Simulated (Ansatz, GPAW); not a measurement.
Ca: programs and potentials compared

```
CELL_PARAMETERS angstrom
-2.20520 2.20520 2.19611
2.20520 -2.20520 2.19611
2.20520 2.20520 -2.19611
ATOMIC_POSITIONS crystal
Ca 0.50000 0.50000 0.00000
```

This isn't the form of Ca at room conditions, which is fcc.

Alike in all runs: task electron localisation function; functional LDA; k mesh 9 × 9 × 9; occupations fermi-dirac, width 0.05 eV; no spin polarisation; no spin-orbit coupling. LDA stands for any of its common fits. Pressure is positive in compression and, in plane waves, holds the error of the finite cutoff, which Ansatz's Pulay term estimates and takes out.

| program and potentials | plane-wave cutoff (eV) | notes | pressure (GPa) |
| --- | --- | --- | --- |
| Ansatz, Ansatz PAW | 420 | potentials made for PBE, which Ansatz adapts in part | -1.90 |
| Ansatz, PAW datasets made for the crystal | 200 | - | -1.90 |
| GPAW, the program's PAW data sets (release 1.2.1) made for this functional | 600 | - | -1.83 |

The pressure spans -1.90 (Ansatz, PAW datasets made for the crystal) to -1.83 GPa (GPAW, the program's PAW data sets (release 1.2.1) made for this functional).

Differences between rows come from potentials, basis sets and numerical settings, since the functional is the same but for its coding. Runs on potential files found faulty are left out.
